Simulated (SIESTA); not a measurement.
## TiO2 in SIESTA: the effect of Hubbard term

Crystal: TiO2.

```
Ti O
1.0
     4.59984    0.00000    0.00000
     0.00000    4.59984    0.00000
     0.00000    0.00000    2.95921
Ti O
2 4
Direct
  0.00000 0.00000 0.50000
  0.50000 0.50000 0.00000
  0.30432 0.30432 0.50000
  0.19568 0.80432 0.00000
  0.80432 0.19568 0.00000
  0.69568 0.69568 0.50000
```

The cell is a database's computed one.

Alike in all runs:

| Item | Value |
| --- | --- |
| Program | SIESTA 5.4.2 |
| Task | single point |
| Functional | PBE |
| Potentials or basis | PseudoDojo 0.4 standard (PBE files) |
| Basis | DZP (energy shift 0.003 Ry; two zetas on semicore shells) |
| Grid cutoff | 800 Ry |
| Energy shift | 0.003 Ry |
| k mesh | 6 × 6 × 9 |
| Occupations | fermi-dirac, width 0.05 eV |
| Spin | no spin polarisation |
| Hubbard projector method | 1 |
| U from the first cycle | yes |

Q: One run gave: gap on the mesh 1.98 eV; pressure 11.3 GPa; largest force 0.09 eV/Å. Which Hubbard term did it use?
A. none
B. Ti d U = 6 eV
C. Ti d U = 2 eV
D. Ti d U = 4 eV
E. Ti d U = 8 eV

A: C.

```tsv
Hubbard term	gap on the mesh (eV)	pressure (GPa)	largest force (eV/Å)
none	1.75	7.4	0.06
Ti d U = 2 eV	1.98	11.3	0.09
Ti d U = 4 eV	2.23	15.4	0.13
Ti d U = 6 eV	2.52	19.6	0.16
Ti d U = 8 eV	2.81	23.8	0.20
```

Caveats: an odd mesh through Γ misses points on the zone boundary, where band edges often lie; the basis of atomic orbitals isn't converged, which shifts pressures, moduli and gaps.

A gap of «none» marks a metal or a gap under the smearing width.
